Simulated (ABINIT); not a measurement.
The system is Ge.

```
Ge
1.0
     3.99759    0.00000    0.00000
    -1.99879    3.46201    0.00000
     0.00000    0.00000    6.59938
Ge
4
Direct
  0.33333 0.66667 0.93710
  0.66667 0.33333 0.43710
  0.33333 0.66667 0.56290
  0.66667 0.33333 0.06290
```

This isn't the form of Ge at room conditions, which is diamond.

Base run:

| Item | Value |
| --- | --- |
| Program | ABINIT 10.8.3 (patched build) |
| Functional | PBEsol |
| Potentials or basis | PseudoDojo NC SR PBEsol v0.4 stringent |
| Cutoff | 1687 eV |
| k mesh | 6 × 6 × 3 |
| Occupations | fermi-dirac, width 0.05 eV |
| Spin | no spin polarisation |

Its results: band gap on the k mesh 0.17 eV, direct; pressure 0.1 GPa; largest force 0.019 eV/Å.

Task: The run is repeated on the same cell with these changes: potentials or basis from PseudoDojo NC SR PBEsol v0.4 stringent to PseudoDojo NC SR PBEsol v0.4.1 standard; cutoff from 1687 eV to 952 eV; valence electrons from 88 to 56. What comes out?

Result: Band gap on the k mesh 0.17 eV, direct; pressure -1.8 GPa; largest force 0.021 eV/Å.

Caveats: an odd mesh through Γ misses points on the zone boundary, where band edges often lie.

Not every run made on this cell is shown here.
